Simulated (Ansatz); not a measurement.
**Zone-centre phonons of CdS at 4.2 GPa: input and output**

Level of theory: DFT r2SCAN+D3(BJ), scalar-relativistic, plane waves, PAW (Ansatz 0.2.0).

Launched with:
```bash
ansatz run input.yaml --threads 1 --pin off --max-ram 2560MiB --backend cpu --events-out ev --progress --plain --runs-dir out
```

Input (bare energies are in eV):
```yaml
crystal:
  lattice:
    - [3.3126, 0.0, 0.0]
    - [0.0, 3.3126, 0.0]
    - [0.0, 0.0, 3.3126]
  atoms:
    - { symbol: Cd, position: [0.0, 0.0, 0.0] }
    - { symbol: S, position: [0.5, 0.5, 0.5] }
basis:
  ecutwfc: 500
kpoints:
  mp_grid: { grid: [12, 12, 12] }
hamiltonian:
  xc: r2scan
  dispersion: d3bj
scf:
  occupations: { method: fermi_dirac, width: 0.15 }
output:
  eigenvalues: true
phonons:
  method: dfpt
  eigenvectors: true
```

The end of the output:
```
--- Phonons (Γ-DFPT): 2 representative perturbations + reference, on 196 of 1728 k-points (Σ response iterations 14) ---
  k mesh reduced under 8 symmetry operations, with k and −k counted as one. Each operation leaves every solved perturbation unchanged. A smaller set is not considered because the functional reads the kinetic-energy density
  ASR residual: 4.405e-4 → 0.000e0 eV/Å²; symmetrization residual: 8.172e-6 eV/Å²
  pairwise dispersion correction: d3bj (s6 = 1.0, s8 = 0.78981345, a1 = 0.49484001, a2_bohr = 5.73083694), with the weights of each atom's references fixed at the reference crystal's, and the forces and stress that the weights' published ...
  ASR residual per site (eV/Å²): 6.09e-5 4.40e-4
  Γ frequencies (cm⁻¹): 0.00 0.00 0.00 69.70 69.70 69.70
  non-analytic LO–TO correction: not included (Born effective charges unavailable; polar crystals: no LO–TO splitting at Γ)
```

The run took 60 s on 1 thread of Intel(R) Xeon(R) 6975P-C (Granite Rapids), on a shared host, peak memory 1 GiB.

The cell is the ideal cubic caesium chloride prototype; this isn't the usual structure of the compound. In a metal, frequencies and elastic constants depend on the k mesh and the smearing, soft modes and shear constants most. A semilocal functional can close a gap that the real compound has.